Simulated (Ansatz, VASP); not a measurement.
## One calculation of BiTe, two programs

File INCAR:

```
  PREC = Accurate
  ENCUT = 520
  EDIFF = 1E-6
  ISMEAR = -1
  SIGMA = 0.03
  LREAL = False
  LASPH = True
  NELM = 100
  ALGO = Fast
  ISIF = 2
  LWAVE = False
  LCHARG = False
  GGA = PS
  NBANDS = 18
```

Contents of KPOINTS:

```
regular mesh
0
Gamma
  10 10 10
```

POSCAR

```
BiTe
1.0
    0.0000000000      3.2350000000      3.2350000000
    3.2350000000      0.0000000000      3.2350000000
    3.2350000000      3.2350000000      0.0000000000
Bi Te
1 1
Direct
    0.0000000000      0.0000000000      0.0000000000
    0.5000000000      0.5000000000      0.5000000000
```

Input for Ansatz:

```yaml
crystal:
  lattice:
    - [0.0, 3.235, 3.235]
    - [3.235, 0.0, 3.235]
    - [3.235, 3.235, 0.0]
  atoms:
    - { symbol: Bi, position: [0.0, 0.0, 0.0] }
    - { symbol: Te, position: [0.5, 0.5, 0.5] }
kpoints:
  mp_grid: { grid: [10, 10, 10] }
  band_path:
    path:
      - [0.0, 0.0, 0.0]
      - [0.5, 0.0, 0.5]
      - [0.625, 0.25, 0.625]
      - [0.375, 0.375, 0.75]
      - [0.0, 0.0, 0.0]
      - [0.5, 0.5, 0.5]
      - [0.5, 0.25, 0.75]
      - [0.5, 0.0, 0.5]
    npoints: 5
scf:
  occupations: { method: fermi_dirac, width: 0.03 }
hamiltonian:
  xc: pbesol
  pseudopotentials: { kind: all_electron, lapw: { basis_error: 0.00025 } }
output:
  forces: true
  stress: true
  eigenvalues: true
```

Alike in both runs: task single point; functional PBEsol; k mesh 10 × 10 × 10; occupations fermi-dirac, width 0.03 eV; no spin polarisation.

|  | VASP | Ansatz |
| --- | --- | --- |
| version | VASP 6.6.1 | Ansatz 0.2.0 |
| potentials or method | VASP PAW PBE potentials, release 64 (Bi_d, Te) | all-electron LAPW, scalar-relativistic |
| plane-wave cutoff (eV) | 520 | see its input |

```tsv
	VASP	Ansatz	Ansatz less VASP
pressure (GPa)	-1.7	-1.7	+0.04
```

Ansatz ran all-electron here, so the differences hold the error of VASP's frozen core and of both bases.

Caveats: the PAW data sets were made with another functional, which shifts forces and pressure a little (VASP); spin-orbit coupling is left out, which moves the levels of the heavy elements.
